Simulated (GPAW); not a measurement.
# ZnS (Wurtzite-4H) (P6_3mc) in GPAW: convergence with empty bands an atom in the response

Aim: find how far empty bands an atom in the response must go before the results for ZnS (Wurtzite-4H) settle, at LDA. This setting moves, with any that are tied to it; all else stays.

Program: GPAW 26.7.0. These are calculated values, not measurements. Logs are shortened: lines on timing, memory, paths and dates and some standing lists are left out, and cuts for length are marked. The log counts tension as positive stress, the text compression.

### Step 1. The structure

Symmetry: P6_3mc, No. 186, hexagonal system. Conventional cell: a = 3.823 Å, b = 3.823 Å, c = 12.520 Å, α = 90.00°, β = 90.00°, γ = 120.00°. Zn (site symmetry 3m) has 4 S at 2.34 to 2.35 Å as nearest neighbours. Zn (site symmetry 3m) is surrounded by 4 S at 2.34 to 2.35 Å. S (site symmetry 3m) has 4 Zn at 2.34 to 2.35 Å as nearest neighbours. S (site symmetry 3m) is surrounded by 4 Zn at 2.34 to 2.35 Å.

### Step 2. With empty bands an atom in the response 2

The input, run.py:

```python
import numpy as np
from ase import Atoms
from ase.dft.bandgap import bandgap
from ase.io import write
from gpaw import GPAW, PW
from gpaw.response.df import DielectricFunction

atoms = Atoms(['Zn', 'Zn', 'Zn', 'Zn', 'S', 'S', 'S', 'S'],
              cell=[[3.8227, 0.0, 0.0],
                    [-1.91135, 3.310555311, 0.0],
                    [0.0, 0.0, 12.52]],
              scaled_positions=[[0.6666666667, 0.3333333333, 0.75],
                                [0.3333333333, 0.6666666667, 0.25],
                                [0.0, 0.0, 0.5],
                                [0.0, 0.0, 0.0],
                                [0.6666666667, 0.3333333333, 0.9375],
                                [0.3333333333, 0.6666666667, 0.4375],
                                [0.0, 0.0, 0.6875],
                                [0.0, 0.0, 0.1875]],
              pbc=True)

calc = GPAW(mode=PW(450),
            xc='LDA',
            kpts={'size': (7, 7, 2), 'gamma': True},
            occupations={'name': 'fermi-dirac', 'width': 0.001},
            nbands=57,
            convergence={'density': 1e-06},
            maxiter=150,
            txt='gpaw.txt')
atoms.calc = calc
energy = atoms.get_potential_energy()
calc.write('gs.gpw')
write('result.traj', atoms)
print(f'Energy: {energy:.6f} eV')
print('Fermi level:', round(calc.get_fermi_level(), 4), 'eV')
print(f'Gap: {bandgap(calc)[0]:.4f} eV, direct: {bandgap(calc, direct=True)[0]:.4f} eV')

for size in [(4, 4, 2)]:
    name = 'x'.join(str(n) for n in size)
    dense = calc.fixed_density(kpts={'size': size, 'gamma': True},
                               nbands=58, convergence={'bands': 52, 'eigenstates': 1e-7},
                               update_fermi_level=True, txt=f'dense-{name}.txt')
    dense.write(f'{name}.gpw', mode='all')
    df = DielectricFunction(f'{name}.gpw', frequencies=np.array([0.0]), hilbert=False, eta=0.001,
                            ecut=80, nbands=52, intraband=False, txt=f'df-{name}.txt')
    for xc in ['RPA']:
        for direction in ['x', 'y', 'z', [0, 1, 1], [1, 0, 1], [1, 1, 0]]:
            e0, e = df.get_macroscopic_dielectric_constant(xc=xc, direction=direction)
            print(f'{name} {xc} {direction}: {e0:.4f} without, {e:.4f} with local fields')
```

Potentials or basis: the program's PAW data sets (release 1.2.1) made for this functional, pw.

Launch:

```console
$ OMP_NUM_THREADS=1 python run.py
```

gpaw.txt:

```text
__  _  _
 | _ |_)|_||  |
 |__||  | ||/\| - 26.7.0

Input parameters:
  mode=PW(ecut=450.00000000000006),
  convergence={'density': 1e-06},
  kpts=MonkhorstPack(size=(7, 7, 2), gamma=True),
  maxiter=150,
  nbands=57,
  occupations=Occupations(name='fermi-dirac', width=0.001),
  xc=XC(name='LDA')

Diagonalizing LCAO Hamiltonian
Converting LCAO to pw mode

             S

             Zn

       S

         S
       Zn

         Zn

       S

       Zn

Atoms  # Å, Bohr magnetons
|   | symbol |         x |        y |         z |    initial magnetic moments |
|---|--------|-----------|----------|-----------|-----------------------------|
| 0 |     Zn |  1.911350 | 1.103518 |  9.390000 | ( 0.0000,  0.0000,  0.0000) |
| 1 |     Zn | -0.000000 | 2.207037 |  3.130000 | ( 0.0000,  0.0000,  0.0000) |
| 2 |     Zn |  0.000000 | 0.000000 |  6.260000 | ( 0.0000,  0.0000,  0.0000) |
| 3 |     Zn |  0.000000 | 0.000000 |  0.000000 | ( 0.0000,  0.0000,  0.0000) |
| 4 |      S |  1.911350 | 1.103518 | 11.737500 | ( 0.0000,  0.0000,  0.0000) |
| 5 |      S | -0.000000 | 2.207037 |  5.477500 | ( 0.0000,  0.0000,  0.0000) |
| 6 |      S |  0.000000 | 0.000000 |  8.607500 | ( 0.0000,  0.0000,  0.0000) |
| 7 |      S |  0.000000 | 0.000000 |  2.347500 | ( 0.0000,  0.0000,  0.0000) |

Unit cell  # Å
| periodic |         x |        y |         z |   lengths |     angles |
|----------|-----------|----------|-----------|-----------|------------|
|      yes |  3.822700 | 0.000000 |  0.000000 |  3.822700 |  90.000000 |
|      yes | -1.911350 | 3.310555 |  0.000000 |  3.822700 |  90.000000 |
|      yes |  0.000000 | 0.000000 | 12.520000 | 12.520000 | 120.000000 |

Number of symmetries: 6
Symmetry operations  # r_c * U_cc + t_c -> r_c
|   | kind |            matrix            |
|---|------|------------------------------|
| 0 |  σ   |  1, 1, 0,  0,-1, 0,  0, 0, 1 |
| 1 |  E   |  1, 0, 0,  0, 1, 0,  0, 0, 1 |
| 2 |  C3  |  0, 1, 0, -1,-1, 0,  0, 0, 1 |
| 3 |  σ   |  0,-1, 0, -1, 0, 0,  0, 0, 1 |
| 4 |  σ   | -1, 0, 0,  1, 1, 0,  0, 0, 1 |
| 5 |  C3  | -1,-1, 0,  1, 0, 0,  0, 0, 1 |

BZ-sampling:
  Number of BZ points: 98
  Number of IBZ points: 16

  Monkhorst-Pack size: [7, 7, 2]
  Monkhorst-Pack shift: [0.0, 0.0, 0.25]

K-points  # in reciprocal-cell coordinates
|     |                                coordinates |     weight |
|-----|--------------------------------------------|------------|
|   0 | (  0.00000000,   0.00000000,   0.00000000) | 0.01020408 |
|   1 | (  0.00000000,   0.00000000,   0.50000000) | 0.01020408 |
|   2 | (  0.14285714,   0.00000000,   0.00000000) | 0.06122449 |
|   3 | (  0.14285714,   0.00000000,   0.50000000) | 0.06122449 |
|   4 | (  0.28571429,  -0.14285714,   0.00000000) | 0.06122449 |
|   5 | (  0.28571429,  -0.14285714,   0.50000000) | 0.06122449 |
|   6 | (  0.28571429,   0.00000000,   0.00000000) | 0.06122449 |
|   7 | (  0.28571429,   0.00000000,   0.50000000) | 0.06122449 |
|   8 | (  0.42857143,  -0.14285714,   0.00000000) | 0.12244898 |
|   9 | (  0.42857143,  -0.14285714,   0.50000000) | 0.12244898 |
| ... |                                            |            |
|  15 | (  0.42857143,   0.42857143,   0.50000000) | 0.06122449 |

Plane wave coefficients: 3499
Cutoff: 450.00000000000006 eV

Spin-components: 1 (collinear spins)
Bands:           57
Projectors:      44
Spin-degeneracy: 2
Datatype:        complex128

Parallelization:
  kpt:    1
  domain: 1
  band:   1

Density:
  Valence electrons: 72.0
  Components: 1
  Grid points: [20 20 63]
  Charge: 0.0  # |e|

Potential:
  Grid points: [20 20 63]

species:
  Zn:
    name:    Zinc
    Z:       30.0
    valence: 12
    core:    18
    charge:  0.0  # [|e|]
    compensation charges:
      type: gauss
      rc: 0.37  # [Å]
      lmax: 2
    cutoffs:
      filter: 2.14  # [Å]
      core: 2.28  # [Å]
    projectors
    | kind |    occ | energy [eV] | rcut [Å] |
    |------|--------|-------------|----------|
    |   4s |  2.000 |      -6.218 |    1.286 |
    |   4p |  0.000 |      -1.230 |    1.270 |
    |   3d | 10.000 |     -10.426 |    1.180 |
    |    s |        |      20.994 |    1.286 |
    |    p |        |      25.981 |    1.270 |
    |    d |        |      16.786 |    1.180 |

    Using partial waves for Zn as LCAO basis

  S:
    name:    Sulfur
    Z:       16.0
    valence: 6
    core:    10
    charge:  0.0  # [|e|]
    compensation charges:
      type: gauss
      rc: 0.24  # [Å]
      lmax: 2
    cutoffs:
      filter: 1.77  # [Å]
      core: 1.66  # [Å]
    projectors
    | kind |    occ | energy [eV] | rcut [Å] |
    |------|--------|-------------|----------|
    |   3s |  2.000 |     -17.278 |    0.974 |
    |   3p |  4.000 |      -7.106 |    0.979 |
    |    s |        |       9.933 |    0.974 |
    |    p |        |      20.105 |    0.979 |
    |    d |        |       0.000 |    0.900 |

    Using partial waves for S as LCAO basis

Reference energy: -238449.942589  # eV

eigensolver:
  PPCG
  Converge bands: occupied
  niter=2

density mixing:
  MSR1-Mixer
  Pratt-step length: 0.05
  Maximum mixing coefficient: 0.75
  Old densities: 10
  SVD Regularization: 0.005
  Good broyden scale: 1.0
  Trust region scale: 1.0
  Backstep threshold: 4.0
  History deletion threshold: 6.0
  Fourier metric: weight=20.0, sigma=0.015

occupation numbers:
  Fermi-Dirac:
    width: 0.0010  # eV

poisson solver:
  ecut: 3600.0000000000005  # eV

xc functional:
  name: None

convergence criteria:
- Maximum integral of absolute [dens]ity change: 1e-06 electrons / valence electron
- Maximum [total energy] change in last 3 cyles: 0.0005 eV / valence electron
- Maximum integral of absolute [eigenst]ate change: 4e-08 eV^2 / valence electron
maximum number of iterations: 150

SCF iterations
|iter     | |      energy | eigst |  dens |
|---------|-|-------------|-------|-------|
|iter:   1| |  -34.130293 | +0.77 |       |
|iter:   2| |  -34.101769 | -0.15 | -1.21 |
|iter:   3| |  -33.103746 | -0.80 | -1.25 |
|iter:   4| |  -33.001708 | -1.80 | -1.70 |
|iter:   5| |  -32.988978 | -2.59 | -2.08 |
|iter:   6| |  -32.990178c| -3.38 | -2.39 |
|iter:   7| |  -32.988921c| -3.61 | -2.97 |
|iter:   8| |  -32.988940c| -4.77 | -3.50 |
|iter:   9| |  -32.988942c| -5.80 | -3.91 |
|iter:  10| |  -32.988942c| -6.50 | -4.32 |
|iter:  11| |  -32.988942c| -7.36 | -5.14 |
|iter:  12| |  -32.988942c| -7.92c| -5.59 |
|iter:  13| |  -32.988942c| -8.10c| -5.94 |
|iter:  14| |  -32.988942c| -8.82c| -6.33c|

Converged in 14 steps
Energy contributions relative to reference atoms: (reference = -238449.942589)

Energy contributions:
  Kinetic:          30.149842
  Coulomb:         -25.446144
  Zero:             -0.006638
  External:          0.000000
  Xc:              -37.686003
  Entropy:          -0.000000
  Spinorbit:         0.000000
  ----------------------------
  Free energy:     -32.988942
  Extrapolated:    -32.988942

dipole moment: (-19.499982, -33.774960, -16.683575)  # |e|*Ang

Fermi level: 4.122
Eigenvalues  # (at kpt = [0.000, 0.000, 0.000])
| band index |      eig [eV] | occ [0-2] |
|------------|---------------|-----------|
|          0 |        -9.673 |     2.000 |
|        ... |               |           |
|         28 |         2.559 |     2.000 |
|         29 |         2.961 |     2.000 |
|         30 |         2.961 |     2.000 |
|         31 |         2.979 |     2.000 |
|         32 |         2.979 |     2.000 |
|         33 |         3.398 |     2.000 |
[... 8 lines left out ...]
|         42 |         9.727 |     0.000 |
|         43 |         9.925 |     0.000 |
|        ... |               |           |
|         56 |        14.824 |     0.000 |

Gap: 1.876 eV
Transition (v -> c):
  (s=0, k=0, n=35, [0.00, 0.00, 0.00]) -> (s=0, k=0, n=36, [0.00, 0.00, 0.00])
No difference between direct/indirect transitions
# Writing to gs.gpw (mode='')
```

stdout:

```text
Energy: -32.988942 eV
Fermi level: 4.1216 eV
Gap: 1.8761 eV, direct: 1.8761 eV
4x4x2 RPA x: 8.0618 without, 7.4034 with local fields
4x4x2 RPA y: 8.0618 without, 7.4034 with local fields
4x4x2 RPA z: 6.9001 without, 6.3023 with local fields
4x4x2 RPA [0, 1, 1]: 7.4810 without, 6.8528 with local fields
4x4x2 RPA [1, 0, 1]: 7.4810 without, 6.8528 with local fields
4x4x2 RPA [1, 1, 0]: 8.0618 without, 7.4034 with local fields
```

df-4x4x2.txt:

```text
FrequencyGridDescriptor(from 0.000 to 0.000 eV, 1 points)
FrequencyGridDescriptor(from 0.000 to 0.000 eV, 1 points)

Calculating chi0 body with:
    Ground state adapter containing:
    Number of spins: 1
    Number of kpoints: 32
    Number of irreducible kpoints: 8
    Number of completely occupied states: 36
    Number of partially occupied states: 36

    Linear response parametrization:
    q_c: [0.0, 0.0, 0.0]
    Number of frequency points: 1
    Planewave cutoff: 80.0
    Number of bands: 52
    Number of planewaves: 265
    Broadening (eta): 0.001

Integrating chi0 body.

Symmetries of q_c:
    Direct symmetries (Uq -> q): 6
    Indirect symmetries (TUq -> q): 6
In total 12 allowed symmetries.

Integral kind: response function

Calculating chi0 optical extensions with:
    Ground state adapter containing:
    Number of spins: 1
    Number of kpoints: 32
    Number of irreducible kpoints: 8
    Number of completely occupied states: 36
    Number of partially occupied states: 36

    Linear response parametrization:
    Number of frequency points: 1
    Planewave cutoff: 80.0
    Number of bands: 52
    Number of planewaves: 265
    Broadening (eta): 0.001
Integrating chi0 head and wings.

Symmetries of q_c:
    Direct symmetries (Uq -> q): 6
    Indirect symmetries (TUq -> q): 6
In total 12 allowed symmetries.

Integral kind: response function wings

Finished calculating chi0
```

It took 2.3 min on 1 thread of Arm Neoverse V1, shared host; peak memory 0.48 GiB.

What came out:

| Quantity | Value |
| --- | --- |
| Free energy | -32.9889 eV |
| Band gap on the k mesh | 1.88 eV, direct |
| Electronic dielectric tensor (diagonal) | 7.40, 7.40, 6.30 |

### Step 3. With empty bands an atom in the response 3

Edit run.py of step 2 so:

```diff
@@ -40,3 +40,3 @@
     dense = calc.fixed_density(kpts={'size': size, 'gamma': True},
-                               nbands=58, convergence={'bands': 52, 'eigenstates': 1e-7},
+                               nbands=66, convergence={'bands': 60, 'eigenstates': 1e-7},
                                update_fermi_level=True, txt=f'dense-{name}.txt')
@@ -44,3 +44,3 @@
     df = DielectricFunction(f'{name}.gpw', frequencies=np.array([0.0]), hilbert=False, eta=0.001,
-                            ecut=80, nbands=52, intraband=False, txt=f'df-{name}.txt')
+                            ecut=80, nbands=60, intraband=False, txt=f'df-{name}.txt')
     for xc in ['RPA']:
```

Potentials or basis: the program's PAW data sets (release 1.2.1) made for this functional, pw.

Launch:

```console
$ OMP_NUM_THREADS=1 python run.py
```

It took 2.8 min on 1 thread of Arm Neoverse V1, shared host; peak memory 0.49 GiB.

What came out:

| Item | Value |
| --- | --- |
| Free energy | -32.9889 eV |
| Band gap on the k mesh | 1.88 eV, direct |
| Electronic dielectric tensor (diagonal) | 7.47, 7.47, 6.37 |

### Step 4. With empty bands an atom in the response 5

Edit run.py of step 3 so:

```diff
@@ -40,3 +40,3 @@
     dense = calc.fixed_density(kpts={'size': size, 'gamma': True},
-                               nbands=66, convergence={'bands': 60, 'eigenstates': 1e-7},
+                               nbands=82, convergence={'bands': 76, 'eigenstates': 1e-7},
                                update_fermi_level=True, txt=f'dense-{name}.txt')
@@ -44,3 +44,3 @@
     df = DielectricFunction(f'{name}.gpw', frequencies=np.array([0.0]), hilbert=False, eta=0.001,
-                            ecut=80, nbands=60, intraband=False, txt=f'df-{name}.txt')
+                            ecut=80, nbands=76, intraband=False, txt=f'df-{name}.txt')
     for xc in ['RPA']:
```

Launch:

```console
$ OMP_NUM_THREADS=1 python run.py
```

It took 4 min on 1 thread of Arm Neoverse V1, shared host; peak memory 0.52 GiB.

Results:

```
Free energy                             : -32.9889 eV
Band gap on the k mesh                  : 1.88 eV, direct
Electronic dielectric tensor (diagonal) : 7.50, 7.50, 6.40
```

### Step 5. With empty bands an atom in the response 8

Edit run.py of step 4 so:

```diff
@@ -40,3 +40,3 @@
     dense = calc.fixed_density(kpts={'size': size, 'gamma': True},
-                               nbands=82, convergence={'bands': 76, 'eigenstates': 1e-7},
+                               nbands=106, convergence={'bands': 100, 'eigenstates': 1e-7},
                                update_fermi_level=True, txt=f'dense-{name}.txt')
@@ -44,3 +44,3 @@
     df = DielectricFunction(f'{name}.gpw', frequencies=np.array([0.0]), hilbert=False, eta=0.001,
-                            ecut=80, nbands=76, intraband=False, txt=f'df-{name}.txt')
+                            ecut=80, nbands=100, intraband=False, txt=f'df-{name}.txt')
     for xc in ['RPA']:
```

Launch:

```console
$ OMP_NUM_THREADS=1 python run.py
```

Run time: 6.4 min. Hardware: 1 thread of Arm Neoverse V1, shared host; peak memory 0.55 GiB.

The run converged. Its results:

```yaml
Free_energy: -32.9889 eV
Band_gap_on_the_k_mesh: 1.88 eV, direct
Electronic_dielectric_tensor_diagonal: 7.53, 7.53, 6.43
```

### Step 6. With empty bands an atom in the response 12

Edit run.py of step 5 so:

```diff
@@ -40,3 +40,3 @@
     dense = calc.fixed_density(kpts={'size': size, 'gamma': True},
-                               nbands=106, convergence={'bands': 100, 'eigenstates': 1e-7},
+                               nbands=138, convergence={'bands': 132, 'eigenstates': 1e-7},
                                update_fermi_level=True, txt=f'dense-{name}.txt')
@@ -44,3 +44,3 @@
     df = DielectricFunction(f'{name}.gpw', frequencies=np.array([0.0]), hilbert=False, eta=0.001,
-                            ecut=80, nbands=100, intraband=False, txt=f'df-{name}.txt')
+                            ecut=80, nbands=132, intraband=False, txt=f'df-{name}.txt')
     for xc in ['RPA']:
```

Potentials or basis: the program's PAW data sets (release 1.2.1) made for this functional, pw.

Launch:

```console
$ OMP_NUM_THREADS=1 python run.py
```

Wall time 9.8 min (1 thread of Arm Neoverse V1, shared host); peak memory 0.59 GiB.

It converged, with:

| Item | Value |
| --- | --- |
| Free energy | -32.9889 eV |
| Band gap on the k mesh | 1.88 eV, direct |
| Electronic dielectric tensor (diagonal) | 7.55, 7.55, 6.44 |

### Step 7. With empty bands an atom in the response 18

Edit run.py of step 6 so:

```diff
@@ -40,3 +40,3 @@
     dense = calc.fixed_density(kpts={'size': size, 'gamma': True},
-                               nbands=138, convergence={'bands': 132, 'eigenstates': 1e-7},
+                               nbands=186, convergence={'bands': 180, 'eigenstates': 1e-7},
                                update_fermi_level=True, txt=f'dense-{name}.txt')
@@ -44,3 +44,3 @@
     df = DielectricFunction(f'{name}.gpw', frequencies=np.array([0.0]), hilbert=False, eta=0.001,
-                            ecut=80, nbands=132, intraband=False, txt=f'df-{name}.txt')
+                            ecut=80, nbands=180, intraband=False, txt=f'df-{name}.txt')
     for xc in ['RPA']:
```

Launch:

```console
$ OMP_NUM_THREADS=1 python run.py
```

It took 11 min on 1 thread of Arm Neoverse V1, shared host; peak memory 0.66 GiB.

Results (log left out):

```
Free energy                             : -32.9889 eV
Band gap on the k mesh                  : 1.88 eV, direct
Electronic dielectric tensor (diagonal) : 7.56, 7.56, 6.46
```

### Step 8. With empty bands an atom in the response 26

Edit run.py of step 7 so:

```diff
@@ -40,3 +40,3 @@
     dense = calc.fixed_density(kpts={'size': size, 'gamma': True},
-                               nbands=186, convergence={'bands': 180, 'eigenstates': 1e-7},
+                               nbands=250, convergence={'bands': 244, 'eigenstates': 1e-7},
                                update_fermi_level=True, txt=f'dense-{name}.txt')
@@ -44,3 +44,3 @@
     df = DielectricFunction(f'{name}.gpw', frequencies=np.array([0.0]), hilbert=False, eta=0.001,
-                            ecut=80, nbands=180, intraband=False, txt=f'df-{name}.txt')
+                            ecut=80, nbands=244, intraband=False, txt=f'df-{name}.txt')
     for xc in ['RPA']:
```

Launch:

```console
$ OMP_NUM_THREADS=1 python run.py
```

It took 18 min on 1 thread of Arm Neoverse V1, shared host; peak memory 0.75 GiB.

Results (log left out):

```
Free energy                             : -32.9889 eV
Band gap on the k mesh                  : 1.88 eV, direct
Electronic dielectric tensor (diagonal) : 7.57, 7.57, 6.46
```

### Step 9. The series at a glance

| empty bands an atom in the response | dielectric constant | SCF cycles | CPU time (s) | peak memory (GiB) |
| --- | --- | --- | --- | --- |
| 2 | 7.036 | 14 | 140 | 0.48 |
| 3 | 7.104 | 14 | 170 | 0.49 |
| 5 | 7.135 | 14 | 240 | 0.52 |
| 8 | 7.161 | 14 | 380 | 0.55 |
| 12 | 7.179 | 14 | 590 | 0.59 |
| 18 | 7.191 | 14 | 640 | 0.66 |
| 26 | 7.198 | 14 | 1100 | 0.75 |

Against the tightest run, the dielectric constant stays within 0.05 from 8 on. The tightest run that finished is the yardstick and may itself not be fully converged.

Caveats: all runs use coarse meshes; the long-wavelength limit can be off by several per cent where d states take part.
